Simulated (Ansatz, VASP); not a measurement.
## Te: VASP beside Ansatz

The input INCAR:

```
ALGO = Normal ; EDIFF = 1E-7
ENCUT = 520 ; GGA = PS
ISIF = 2 ; ISMEAR = 0
LASPH = T ; LCHARG = F
LREAL = F ; LWAVE = F
NBANDS = 16 ; NELM = 60
PREC = Accurate ; SIGMA = 0.1
```

KPOINTS

```
k-points
0
Gamma
  6 6 4
```

File POSCAR:

```
Te
1.0
    4.4381312168      0.0000000000      0.0000000000
   -2.2190656084      3.8435343791      0.0000000000
    0.0000000000      0.0000000000      5.6201397287
Te
3
Direct
    0.2486416236      0.0000000000      0.3333333333
    0.0000000000      0.2486416236      0.6666666667
    0.7513583764      0.7513583764      0.0000000000
```

Input for Ansatz:

```yaml
crystal:
  lattice:
    - [4.4381312168, 0.0, 0.0]
    - [-2.2190656084, 3.8435343791, 0.0]
    - [0.0, 0.0, 5.6201397287]
  atoms:
    - { symbol: Te, position: [0.2486416236, 0.0, 0.3333333333] }
    - { symbol: Te, position: [0.0, 0.2486416236, 0.6666666667] }
    - { symbol: Te, position: [0.7513583764, 0.7513583764, 0.0] }
basis:
  ecutwfc: 420
kpoints:
  mp_grid: { grid: [6, 6, 4] }
hamiltonian:
  xc: pbesol
scf:
  occupations: { method: gaussian, width: 0.1 }
output:
  forces: true
  stress: true
  eigenvalues: true
```

Alike in both runs: task single point; functional PBEsol; k mesh 6 × 6 × 4; occupations gaussian, width 0.1 eV; no spin polarisation.

|  | VASP | Ansatz |
| --- | --- | --- |
| version | VASP 6.6.1 | Ansatz 0.2.0 |
| potentials or method | VASP PAW PBE potentials, release 64 (Te) | scalar-relativistic, plane waves, PAW |
| plane-wave cutoff (eV) | 520 | 420 |
| valence electrons in the cell | 18 | 48 |

VASP gave:

- gap on the k mesh at the Fermi level (eV): 0.38
- least direct gap on the mesh (eV): 0.38
- pressure (GPa): 7.0
- largest component of the traceless stress (GPa): 3.37
- rms of the force components (eV/Å): 0.924

**Question.** Which values does Ansatz return?

**Answer.** gap on the k mesh at the Fermi level (eV): 0.42; least direct gap on the mesh (eV): 0.42; pressure (GPa): 6.8; largest component of the traceless stress (GPa): 3.25; rms of the force components (eV/Å): 0.886.

Atom by atom the forces differ by 0.038 eV/Å (rms over components). The two sets of potentials don't hold the same shells in valence.

Caveats: the PAW data sets were made with another functional, which shifts forces and pressure a little (VASP); spin-orbit coupling is left out, which moves the levels of the heavy elements.
